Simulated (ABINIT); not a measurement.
Ge:

```xyz
4
Lattice="3.9976 0.0000 0.0000 -1.9988 3.4620 0.0000 0.0000 0.0000 6.5994" Properties=species:S:1:pos:R:3 pbc="T T T"
Ge    0.0000    2.3080    6.1843
Ge    1.9988    1.1540    2.8846
Ge    0.0000    2.3080    3.7148
Ge    1.9988    1.1540    0.4151
```

This isn't the form of Ge at room conditions, which is diamond.

Base run:

* Program: ABINIT 10.8.3 (patched build)
* Functional: RPBE
* Potentials or basis: Ansatz PAW PBE default generated set, frozen core
* Cutoff: 490 eV
* k mesh: 8 × 8 × 4
* Occupations: fermi-dirac, width 0.05 eV
* Spin: no spin polarisation

Its results: band gap on the k mesh none (metal or under the smearing width); pressure 4.7 GPa.

Q: The run is repeated on the same cell with these changes: functional from RPBE to AM05. What comes out?

A: Band gap on the k mesh 0.12 eV, indirect (least direct gap 0.13 eV); pressure 0.1 GPa.

AM05 binds more tightly than RPBE, so the same cell stands under less pressure.

Caveats: the PAW data sets were made with another functional, which shifts forces and pressure a little; the atomic spheres overlap.

A k mesh can miss the band edges.
